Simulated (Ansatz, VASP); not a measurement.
# Pt in VASP and in Ansatz

```xyz
1
Lattice="0.0000 1.9457 1.9457 1.9457 0.0000 1.9457 1.9457 1.9457 0.0000" Properties=species:S:1:pos:R:3 pbc="T T T"
Pt    0.0000    0.0000    0.0000
```

Alike in both runs: functional LDA; k mesh 8 × 8 × 8; occupations gaussian, width 0.1 eV; no spin polarisation.

Ansatz relaxed the structure, and its values are those at the end. VASP's run is a single point on that final structure, the one shown.

|  | VASP | Ansatz |
| --- | --- | --- |
| version | VASP 6.6.1 | Ansatz 0.2.0 |
| potentials or method | VASP PAW LDA potentials, release 64 (Pt) | scalar-relativistic, plane waves, PAW |
| plane-wave cutoff (eV) | 520 | 420 |
| valence electrons in the cell | 10 | 18 |

Ansatz gave:

| Property | Result |
| --- | --- |
| gap on the k mesh at the Fermi level (eV) | none |
| pressure (GPa) | 0.0 |

**Question.** Estimate VASP's values.

**Answer.** gap on the k mesh at the Fermi level (eV): none; pressure (GPa): 0.9.

A gap of «none» marks a metal or a gap that the smearing closes. The two sets of potentials don't hold the same shells in valence. Ansatz warned: «pseudo_functional_mismatch».

The runs have no spin-orbit coupling, so splittings on Pt are missing.
